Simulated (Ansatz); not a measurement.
# Squeezing W (sc type)

```
CELL_PARAMETERS angstrom
2.63764 0.00000 0.00000
0.00000 2.63764 0.00000
0.00000 0.00000 2.63764
ATOMIC_POSITIONS crystal
W 0.00000 0.00000 0.00000
```

The cell comes from a relaxation on PAW files under the same functional, begun from a prototype that needn't be the stable phase.

Its volume is scaled at fixed shape and fractional positions.

Level of theory: DFT with PBE, scalar-relativistic, in Ansatz 0.2.0; a Γ-centred 16×16×16 k mesh, Fermi–Dirac smearing of 0.1 eV, no spin polarisation. LAPW: all electrons, basis error target 1 meV/atom; PAW: frozen-core files, cutoff 420 eV; crystal datasets: all electrons, by PAW datasets that the program makes for each cell; norm-conserving: pseudopotentials, cutoff 1007 eV; PAW (partial waves polarizable): frozen-core files, cutoff 420 eV.

Energies are extrapolated to zero smearing and count from the unscaled cell; pressure is positive in compression; gaps take the mesh and a band path. No temperature or zero-point motion is included.

Spin–orbit coupling is left out, which matters for the heavy atoms.

```json
{"V/V0": "1.00", "V (Å³/atom)": "18.35", "P LAPW (GPa)": "0.01", "ΔE LAPW (eV/atom)": "0.000", "P PAW − LAPW (GPa)": "-0.02", "ΔE PAW − LAPW (meV/atom)": "0.0"}
{"V/V0": "0.92", "V (Å³/atom)": "16.88", "P LAPW (GPa)": "?", "ΔE LAPW (eV/atom)": "0.090", "P PAW − LAPW (GPa)": "0.06", "ΔE PAW − LAPW (meV/atom)": "0.2"}
{"V/V0": "0.84", "V (Å³/atom)": "15.41", "P LAPW (GPa)": "54.1", "ΔE LAPW (eV/atom)": "0.425", "P PAW − LAPW (GPa)": "0.21", "ΔE PAW − LAPW (meV/atom)": "1.4"}
{"V/V0": "0.76", "V (Å³/atom)": "13.95", "P LAPW (GPa)": "?", "ΔE LAPW (eV/atom)": "1.137", "P PAW − LAPW (GPa)": "0.48", "ΔE PAW − LAPW (meV/atom)": "4.5"}
{"V/V0": "0.68", "V (Å³/atom)": "12.48", "P LAPW (GPa)": "181.8", "ΔE LAPW (eV/atom)": "2.425", "P PAW − LAPW (GPa)": "0.94", "ΔE PAW − LAPW (meV/atom)": "10.8"}
{"V/V0": "0.60", "V (Å³/atom)": "11.01", "P LAPW (GPa)": "307.3", "ΔE LAPW (eV/atom)": "4.616", "P PAW − LAPW (GPa)": "1.64", "ΔE PAW − LAPW (meV/atom)": "22.6"}
{"V/V0": "0.52", "V (Å³/atom)": "9.54", "P LAPW (GPa)": "525.9", "ΔE LAPW (eV/atom)": "8.326", "P PAW − LAPW (GPa)": "2.40", "ΔE PAW − LAPW (meV/atom)": "41.0"}
{"V/V0": "0.45", "V (Å³/atom)": "8.26", "P LAPW (GPa)": "877.2", "ΔE LAPW (eV/atom)": "13.811", "P PAW − LAPW (GPa)": "1.94", "ΔE PAW − LAPW (meV/atom)": "60.3"}
```

(1) What belongs in the row "0.76", column "P LAPW (GPa)"?

(2) Fill in "P LAPW (GPa)" for the row "0.92".

(3) Fit the Vinet equation to the LAPW pressures over the whole range, with residuals weighted by 1/(|P| + 0.03·Pmax).

(4) From the table, what is the rise of the enthalpy H = E + pV up to the last row, and how stiff is the crystal between the last two rows?

(5) At the smallest volume, how far do crystal datasets and norm-conserving and PAW (partial waves polarizable) lie from LAPW in pressure?

(6) How do the Löwdin populations by LAPW change from the unscaled cell to the last row?

Results:

(1) 104.5.

(2) 21.4.

(3) V0 = 18.37 Å³/atom, B0 = 205 GPa and B0′ = 4.56, and the fit misses no point by more than 21 GPa. A fit over so wide a range pins B0 less well than one near rest.

(4) ΔH = 13.811 eV + (877.2 GPa × 8.26 Å³ − 0.01 GPa × 18.35 Å³) × 0.006242 eV/(GPa·Å³) = 59.02 eV/atom, of which pV makes 77 %. The mean bulk modulus there is −ΔP/Δln V = 2430 GPa.

(5) crystal datasets: 0.00 GPa; norm-conserving: +10.56 GPa; PAW (partial waves polarizable): +1.93 GPa, on a LAPW pressure of 877.2 GPa.

(6) W 5s 1.96 → 1.84, W 6s 0.90 → 0.57, W 5p 5.98 → 5.84, W 5d 5.07 → 5.70 electrons an atom. These are projections on the shells that the free atoms fill; 0.10 e a cell lies outside them at the start and 0.07 e at the end.
